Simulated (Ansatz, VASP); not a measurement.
One calculation of CuAu, two programs

```
CELL_PARAMETERS angstrom
1.45261 0.83867 4.28436
-1.45261 0.83867 4.28436
0.00000 -1.67733 4.28436
ATOMIC_POSITIONS crystal
Au 0.00000 0.00000 0.00000
Cu 0.50000 0.50000 0.50000
```

The cell comes from a database or a generator and needn't be the stable form of this composition.

Alike in both runs: task single point; functional LDA; k mesh 11 × 11 × 11; occupations fermi-dirac, width 0.05 eV; no spin polarisation.

|  | VASP | Ansatz |
| --- | --- | --- |
| version | VASP 6.6.1 | Ansatz 0.2.0 |
| potentials or method | VASP PAW LDA potentials, release 64 (Au, Cu) | Ansatz PAW |
| plane-wave cutoff (eV) | 520 | 420 |
| valence electrons in the cell | 22 | 38 |

VASP gave:

* gap on the k mesh at the Fermi level (eV): none
* pressure (GPa): -14.4
* largest component of the traceless stress (GPa): 0.20

Task: What did Ansatz give for the same quantities?

Result: gap on the k mesh at the Fermi level (eV): none; pressure (GPa): -14.9; largest component of the traceless stress (GPa): 0.03.

A gap of «none» marks a metal or a gap that the smearing closes. The two sets of potentials don't hold the same shells in valence.

Caveats: the PAW data sets come from PBE, with cores solved anew for the run's functional, which leaves a small shift of forces and pressure (Ansatz). The runs have no spin-orbit coupling, so splittings on Au are missing.
